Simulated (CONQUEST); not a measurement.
GaN: single point with PBE

**The experiment to reproduce.**

From a printed reference work, textbook, for a bulk crystal of GaN at 0 K: band gap 3.299 eV (direct).

GaN:

```xyz
4
Lattice="3.1869 0.0000 0.0000 0.0000 3.1869 0.0000 0.0000 0.0000 4.5070" Properties=species:S:1:pos:R:3 pbc="T T T"
Ga    0.0000    0.0000    0.0000
Ga    1.5935    1.5935    2.2535
N     0.0000    1.5935    3.3803
N     1.5935    0.0000    1.1268
```

The cell is a database's computed one.

| Quantity | Value |
| --- | --- |
| Program | CONQUEST 1.3 |
| Task | single point |
| Functional | PBE |
| Potentials or basis | PseudoDojo NC PBE, SZP, grid cutoff 150 Ha |
| k mesh | 8 × 8 × 6 |
| Occupations | fermi-dirac, width 0.05 eV |
| Spin | no spin polarisation |
| Solver | diagonalisation |
| SCF tolerance | 1e-06 |

```yaml
Pressure: 9.9 GPa
Band_gap_on_the_k_mesh: 2.20 eV
Mulliken_charges: Ga +0.77; N -0.77 e
```

Run time: 110 s on 1 thread of Intel(R) Xeon(R) Platinum 8375C CPU @ 2.90GHz (Ice Lake), on a shared host, peak memory 0.66 GiB.

Measured gap of GaN: 3.299 eV (direct; 0 K; a printed reference work, textbook). This calculation gives 2.20 eV (-1.09 eV). Spin-orbit coupling on Ga is left out. The value is that of PBE in an atomic basis (PseudoDojo NC PBE, SZP, grid cutoff 150 Ha), whose error adds to the functional's, on a finite k mesh, which can miss the band edges, without temperature or zero-point motion. Semilocal functionals fall short of measured gaps as a rule. The cell is a database's relaxed one, not the measured one, which moves gaps too.

Caveat: the atomic basis is small; Mulliken charges move with the basis; the basis of atomic orbitals isn't converged, which shifts pressures, moduli and gaps; the real-space grid breaks the cell's symmetry a little.
